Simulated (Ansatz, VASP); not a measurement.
SnSe in VASP and in Ansatz

```xyz
2
Lattice="0.0000 3.0100 3.0100 3.0100 0.0000 3.0100 3.0100 3.0100 0.0000" Properties=species:S:1:pos:R:3 pbc="T T T"
Sn    0.0000    0.0000    0.0000
Se    3.0100    3.0100    3.1600
```

Change from the starting cell: all Se atoms moved -0.150 Å, as atom 2 towards its neighbour atom 1 (Sn) at 3.010 Å.

Alike in both runs: task single point; functional LDA; k mesh 8 × 8 × 8; occupations gaussian, width 0.05 eV; no spin polarisation.

|  | VASP | Ansatz |
| --- | --- | --- |
| version | VASP 6.6.1 | Ansatz 0.2.0 |
| potentials or method | VASP PAW LDA potentials, release 64 (Sn_d, Se) | scalar-relativistic, plane waves, PAW |
| plane-wave cutoff (eV) | 520 | 420 |
| valence electrons in the cell | 20 | 30 |

Ansatz gave:

| Property | Result |
| --- | --- |
| gap on the k mesh at the Fermi level (eV) | 0.71 |
| least direct gap on the mesh (eV) | 0.71 |
| pressure (GPa) | -3.0 |
| largest component of the traceless stress (GPa) | 0.40 |
| rms of the force components (eV/Å) | 0.004 |

**Question.** What did VASP give for the same quantities?

**Answer.** gap on the k mesh at the Fermi level (eV): 0.73; least direct gap on the mesh (eV): 0.73; pressure (GPa): -3.0; largest component of the traceless stress (GPa): 0.40; rms of the force components (eV/Å): 0.008.

Atom by atom the forces differ by 0.005 eV/Å (rms over components). The two sets of potentials don't hold the same shells in valence.

Caveats: spin-orbit coupling is left out, which moves the levels of the heavy elements. A k mesh can miss the band edges.
